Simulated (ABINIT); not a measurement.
**RbBr in ABINIT: the effect of potentials**

RbBr:

```xyz
2
Lattice="0.0000 3.4270 3.4270 3.4270 0.0000 3.4270 3.4270 3.4270 0.0000" Properties=species:S:1:pos:R:3 pbc="T T T"
Rb    0.0000    0.0000    0.0000
Br    3.4270    3.4270    3.4270
```

Alike in all runs:

| Property | Result |
| --- | --- |
| Program | ABINIT 10.8.3 (patched build) |
| Task | single point |
| Functional | r2SCAN |
| k mesh | 7 × 7 × 7 |
| Occupations | fermi-dirac, width 0.05 eV |
| Spin | no spin polarisation |

| potentials | cutoff | gap on the mesh (eV) | pressure (GPa) |
| --- | --- | --- | --- |
| Ansatz PAW PBE default generated set, frozen core | 490 eV | 4.97 | 0.4 |
| JTH PAW PBE v2.0 | 517 eV | 4.96 | 1.0 |
| Ansatz NC r2SCAN | 1007 eV | 4.97 | 0.5 |
| SG15 NC PBE v1.2 | 490 eV | ? | ? |
| PseudoDojo NC SR PBE v0.4.1 standard | 762 eV | 4.91 | 0.3 |

Problem. What does the run with potentials SG15 NC PBE v1.2 give?

Solution. gap on the mesh 4.84 eV; pressure 0.5 GPa.

Caveats: an odd mesh through Γ misses points on the zone boundary, where band edges often lie; the PAW data sets were made with another functional, which shifts forces and pressure a little (some runs); the potentials were made for another functional, which shifts forces and pressure (some runs); a meta-GGA on potentials with a model core is unreliable (some runs).
